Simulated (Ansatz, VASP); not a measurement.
# HfN in VASP and in Ansatz

INCAR

```
PREC = Accurate ; ENCUT = 520
EDIFF = 1E-7 ; ISMEAR = -1
SIGMA = 0.05 ; LREAL = F
LASPH = T ; NELM = 60
ALGO = Normal ; ISIF = 2
LWAVE = F ; LCHARG = F
GGA = PS ; NBANDS = 14
```

KPOINTS

```
Automatic mesh
0
Gamma
  9 9 9
```

Contents of POSCAR:

```
HfN
1.0
    0.0000000000      2.4871259940      2.4871259940
    2.4871259940      0.0000000000      2.4871259940
    2.4871259940      2.4871259940      0.0000000000
Hf N
1 1
Direct
    0.0000000000      0.0000000000      0.0000000000
    0.2500000000      0.2500000000      0.2500000000
```

The input input.yaml:

```yaml
crystal:
  lattice:
    - [0.0, 2.487125994, 2.487125994]
    - [2.487125994, 0.0, 2.487125994]
    - [2.487125994, 2.487125994, 0.0]
  atoms:
    - { symbol: Hf, position: [0.0, 0.0, 0.0] }
    - { symbol: "N", position: [0.25, 0.25, 0.25] }
hamiltonian:
  xc: pbesol
  pseudopotentials: { kind: paw }
kpoints:
  mp_grid: { grid: [9, 9, 9] }
scf:
  occupations: { method: fermi_dirac, width: 0.05 }
output:
  forces: true
  stress: true
  eigenvalues: true
  write_density: true
  write_potential: true
  elf: true
  volumetric_format: npy
```

Change from the starting cell: volume scaled by 1.04.

Alike in both runs: task single point; functional PBEsol; k mesh 9 × 9 × 9; occupations fermi-dirac, width 0.05 eV; no spin polarisation.

|  | VASP | Ansatz |
| --- | --- | --- |
| version | VASP 6.6.1 | Ansatz 0.2.0 |
| potentials or method | VASP PAW PBE potentials, release 64 (Hf_pv, N) | Ansatz PAW |
| plane-wave cutoff (eV) | 520 | 420 |
| valence electrons in the cell | 15 | 31 |

|  | VASP | Ansatz | Ansatz less VASP |
| --- | --- | --- | --- |
| gap on the k mesh at the Fermi level (eV) | none | none | - |
| pressure (GPa) | -12.5 | -11.6 | +0.95 |

A gap of «none» marks a metal or a gap that the smearing closes. The two sets of potentials don't hold the same shells in valence.

Caveats: the PAW data sets were made with another functional, which shifts forces and pressure a little (VASP); the pressure holds a Pulay correction of +0.4 GPa for the finite cutoff (Ansatz); the PAW data sets come from PBE, with cores solved anew for the run's functional, which leaves a small shift of forces and pressure (Ansatz). The runs have no spin-orbit coupling, so splittings on Hf are missing.
